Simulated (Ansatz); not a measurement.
Bi, 2 atoms in the cell. The structure is monoclinic, space group C2/m (No. 12). The conventional cell has a = 6.977 Å, b = 6.265 Å, c = 3.359 Å, α = 90.00°, β = 112.04°, γ = 90.00°. Bi (site symmetry m) has 6 Bi at 3.21 to 3.45 Å as nearest neighbours. This isn't the form of Bi at room conditions, which is rhombohedral.

- Program: Ansatz 0.2.0
- Task: relaxation of cell and atoms
- Functional: PBEsol
- Potentials or basis: Ansatz PAW
- Cutoff: 420 eV (not typed: the program's choice for these potentials)
- k mesh: 6 × 6 × 9
- Occupations: fermi-dirac, width 0.05 eV
- Spin: no spin polarisation
- Target pressure: 2 GPa
- Target pressure (GPa): 2

Potentials or basis: Ansatz PAW.

Command:

```bash
$ ansatz run input.yaml --threads 2 --pin off --max-ram 5632MiB --backend cpu --events-out ev --progress --plain --runs-dir out
```

Hardware: 2 threads of Arm Neoverse V2 (shared host).

Estimate the wall time of this run.

Run time: 42 s on 2 threads of Arm Neoverse V2, on a shared host, peak memory 0.4 GiB. Counts: scf iterations 58, plane waves 1227, k points 97, bands 19, ion steps 10.
